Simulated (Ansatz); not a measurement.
# N on Cu (Copper) (100)

This session takes Cu (Copper) and sets out to prepare the clean (100) slab, then compare the adsorption sites of N.

Program: Ansatz 0.2.0. Level of theory: DFT RPBE, scalar-relativistic, plane waves, PAW. These are calculated values, not measurements.

1 further run of the same task is left out (set aside as unsound or not needed).

## (1) The starting structure

Symmetry: Fm-3m, No. 225, cubic system. Conventional cell: a = 3.673 Å, b = 3.673 Å, c = 3.673 Å, α = 90.00°, β = 90.00°, γ = 90.00°. Cu (site symmetry m-3m) has 12 Cu at 2.60 Å as nearest neighbours.

As a file:

```xyz
1
Lattice="0.0000 1.8366 1.8366 1.8366 0.0000 1.8366 1.8366 1.8366 0.0000" Properties=species:S:1:pos:R:3 pbc="T T T"
Cu    0.0000    0.0000    0.0000
```

This cell was relaxed beforehand with the same method: volume 12.39 Å³/atom, gap on the mesh none (metal).

## (2) Cutting the slab

Planes are indexed in the bulk's conventional cell (Fm-3m (No. 225)), a = 3.673 Å, b = 3.673 Å, c = 3.673 Å, α = 90.00°, β = 90.00°, γ = 90.00°.

A (100) slab, 7.3 Å thick as cut, with 17 Å of vacuum; its outer planes are Cu (top) and Cu (bottom).

The slab as cut. Layers, bottom to top:

| plane | atoms per cell | height over the lowest (Å) |
| --- | --- | --- |
| 1 | Cu2 | 0.00 |
| 2 | Cu2 | 1.84 |
| 3 | Cu2 | 3.67 |
| 4 | Cu2 | 5.51 |
| 5 | Cu2 | 7.35 |

## (3) The clean surface, relaxed

input.yaml

```yaml
crystal:
  lattice:
    - [3.6732238829, 0.0, 0.0]
    - [0.0, 3.6732238829, 0.0]
    - [0.0, 0.0, 24.3464477657]
  atoms:
    - { symbol: Cu, position: [0.0, 0.5, 0.3491269068] }
    - { symbol: Cu, position: [0.5, 0.0, 0.3491269068] }
    - { symbol: Cu, position: [0.5, 0.5, 0.4245634534] }
    - { symbol: Cu, position: [0.0, 0.0, 0.4245634534] }
    - { symbol: Cu, position: [0.0, 0.5, 0.5] }
    - { symbol: Cu, position: [0.5, 0.0, 0.5] }
    - { symbol: Cu, position: [0.5, 0.5, 0.5754365466] }
    - { symbol: Cu, position: [0.0, 0.0, 0.5754365466] }
    - { symbol: Cu, position: [0.0, 0.5, 0.6508730932] }
    - { symbol: Cu, position: [0.5, 0.0, 0.6508730932] }
basis:
  ecutwfc: 420
kpoints:
  mp_grid: { grid: [8, 8, 1] }
hamiltonian:
  xc: rpbe
scf:
  occupations: { method: gaussian, width: 0.1 }
output:
  forces: true
  eigenvalues: true
  write_density: true
  write_potential: true
  elf: true
  volumetric_format: npy
relax:
  adjacent_minimum: "off"
  f_tol: 0.03
  max_steps: 70
  constraints: [{ sites: [0, 1, 2, 3] }]
efield:
  axis: 3
  dipole_correction: true
```

The run is started by

```bash
> ansatz run input.yaml --threads 2 --pin off --max-ram 5120MiB --backend cpu --events-out ev --progress --plain --runs-dir out
```

Further runs follow: N at the top (Cu) site; start: N, bridge (Cu-Cu); N at the hollow over Cu site.

**Question.** What will these runs give? Wanted: clean slab: work function; N: lowest end.

The runs gave:

```
                 quantity                                                 value
clean slab: work function             4.28 eV (top face), 4.29 eV (bottom face)
            N: lowest end  from the hollow over Cu start, 4 bonded, 0.18 Å high
```

In words: It raises the work function by 0.20 eV, as a dipole layer with its negative end outwards does. A start on a symmetric site keeps its symmetry, so an end may be a saddle point and not a minimum. Spin polarisation is off in the runs that give these values; a magnetic solution could lie lower.
